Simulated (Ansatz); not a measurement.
# HgS: energy less free atoms and pressure against volume scale

All results are calculated (Ansatz 0.2.0). Periodic Kohn-Sham DFT of a crystal at fixed atoms, scaled to volume_scale times the given cell; pressure positive in compression, energy less spherical unpolarised free atoms, largest_vzz the field gradient of largest size among the nuclei.

The cell before it is scaled or strained (space group F-43m, No. 216):
```
cell vectors (Å)
   0.0000     2.9290     2.9290
   2.9290     0.0000     2.9290
   2.9290     2.9290     0.0000
atoms (fractions of the cell vectors)
Hg  0.00000  0.00000  0.00000
S   0.75000  0.75000  0.75000
```

Settings of every row: method all-electron LAPW; functional PBE; relativity scalar; k mesh 8x8x8; filling fermi-dirac; smearing width 0.02 eV; basis error target 1 meV/atom; nucleus gaussian.

Atom start moment: 0 on all atoms.

Limits: no spin-orbit coupling on heavy atoms.

| row | volume scale | V (Å³/atom) | energy less free atoms (eV/atom) | pressure (GPa) |
| --- | --- | --- | --- | --- |
| 1 | 0.9405 | 23.633 | -2.2036 | 8.95 |
| 2 | 0.98 | 24.625 | -2.248 | 5.516 |
| 3 | 1 | 25.128 | ? | ? |
| 4 | 1.02 | 25.631 | -2.2735 | 2.73 |
| 5 | 1.06 | 26.636 | -2.2834 | 0.498 |

Question: what energy less free atoms and pressure should row 3 give?

Worked fit of energy less free atoms. Take u = (V_r/V)^(2/3) − 1 with V_r = 25.128 Å³ an atom, which is twice the finite (Eulerian) strain; such expansions in the strain, on which the Birch-Murnaghan equation of state is built, carry the rest volume and the bulk modulus. The shown rows have u = 0.04174, 0.01357, -0.01313, -0.03811. Least squares give energy less free atoms = −2.26294 + 0.9582 × u + 11.084 × u² eV/atom; a straight line predicts inner rows, each left out in turn, worse (root mean square 0.011 against 0.00024 eV/atom). The rows lie off it by 0.0000, -0.0001, 0.0001, 0.0000. The withheld row has u = 0, so the fit gives −2.26294 + 0.9582 × (0) + 11.084 × (0)² = -2.2629 eV/atom.

The calculation gave -2.2629 eV/atom. The fit meets it to the printed digit.

Worked fit of pressure. Take u = (V_r/V)^(2/3) − 1 with V_r = 25.128 Å³ an atom, which is twice the finite (Eulerian) strain; such expansions in the strain, on which the Birch-Murnaghan equation of state is built, carry the rest volume and the bulk modulus. The shown rows have u = 0.04174, 0.01357, -0.01313, -0.03811. Least squares give pressure = 4.0452 + 104.684 × u + 306.13 × u² GPa; a straight line predicts inner rows, each left out in turn, worse (root mean square 0.31 against 0.014 GPa). The rows lie off it by 0.002, -0.006, 0.007, -0.002 (root mean square 0.0048 GPa). The withheld row has u = 0, so the fit gives 4.0452 + 104.684 × (0) + 306.13 × (0)² = 4.045 GPa.

The calculation gave 4.046 GPa. The fit lies 0.001 GPa (0.012 % of the column's range) below it, one unit of the last digit.
